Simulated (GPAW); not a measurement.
Runs of GPAW 26.7.0 on AlPt. Symmetry: Pm-3m, No. 221, cubic system. Conventional cell: a = 3.092 Å, b = 3.092 Å, c = 3.092 Å, α = 90.00°, β = 90.00°, γ = 90.00°. Pt (site symmetry m-3m) has 8 Al at 2.68 Å as nearest neighbours. Al (site symmetry m-3m) has 8 Pt at 2.68 Å as nearest neighbours. Measurements of this composition are mostly on another form, of space group No. 198.

| task | level | potentials or basis | cell | optimizer | fmax | max steps | target pressure | convergence | gap on the mesh (eV) | pressure (GPa) | V0 of scaled cells (Å³/atom) | B0 (GPa) |
| --- | --- | --- | --- | --- | --- | --- | --- | --- | --- | --- | --- | --- |
| relaxation of cell and atoms | PBEsol | PAW data sets generated in the run's folder for this functional, pw | relaxed to 20 GPa | BFGS | 0.02 eV/Å | 60 | 20 GPa | density=1e-05 forces=0.0001 | none | 19.8 | - | - |
| equation of state | LDA | the program's PAW data sets (release 1.2.1) made for this functional, pw | as given | - | - | - | - | - | - | - | 14.06 | (b) |
| relaxation of cell and atoms | PBEsol | PAW data sets generated in the run's folder for this functional, pw | relaxed to 30 GPa | BFGS | 0.02 eV/Å | 60 | 30 GPa | density=1e-05 forces=0.0001 | none | 30.0 | - | - |
| relaxation of cell and atoms | PBEsol | PAW data sets generated in the run's folder for this functional, pw | relaxed to 5 GPa | BFGS | 0.02 eV/Å | 60 | 5 GPa | density=1e-05 forces=0.0001 | none | 5.0 | - | - |
| band structure | LDA | the program's PAW data sets (release 1.2.1) made for this functional, pw | as given | - | - | - | - | - | - | -9.4 | - | - |
| band structure | PBEsol | PAW data sets generated in the run's folder for this functional, pw | as given | - | - | - | - | - | - | -5.2 | - | - |
| single point | PBEsol | PAW data sets generated in the run's folder for this functional, pw | as given | - | - | - | - | - | none | -5.2 | - | - |
| relaxation of cell and atoms | PBEsol | PAW data sets generated in the run's folder for this functional, pw | relaxed to 10 GPa | BFGS | 0.02 eV/Å | 60 | 10 GPa | density=1e-05 forces=0.0001 | none | 9.9 | - | - |
| relaxation of cell and atoms | PBEsol | PAW data sets generated in the run's folder for this functional, pw | relaxed | BFGS | 0.02 eV/Å | 60 | - | density=1e-05 forces=0.0001 | none | 0.1 | - | - |
| relaxation of cell and atoms | PBEsol | PAW data sets generated in the run's folder for this functional, pw | relaxed to 2 GPa | BFGS | 0.02 eV/Å | 60 | 2 GPa | density=1e-05 forces=0.0001 | none | 2.0 | - | - |
| equation of state | PBEsol | PAW data sets generated in the run's folder for this functional, pw | as given | - | - | - | - | - | - | - | (a) | 201 |
| single point | PBEsol | PAW data sets generated in the run's folder for this functional, pw | atoms moved at random, drawn with an rms of 0.05 Å | - | - | - | - | - | none | -4.7 | - | - |

Alike in all rows: no spin polarisation; k mesh 9 × 9 × 9; cutoff (eV) 600; smearing fermi-dirac 0.05 eV.

Q: Estimate the missing entries.

A: (a) 14.37; (b) 212.

Caveats: later steps reuse the first step's grids (some runs); spin-orbit coupling is left out, which moves the levels of the heavy elements (some runs).

A k mesh can miss the band edges, and the runs leave out spin-orbit coupling on Pt.

A gap of «none» marks a metal or a gap under the smearing width.
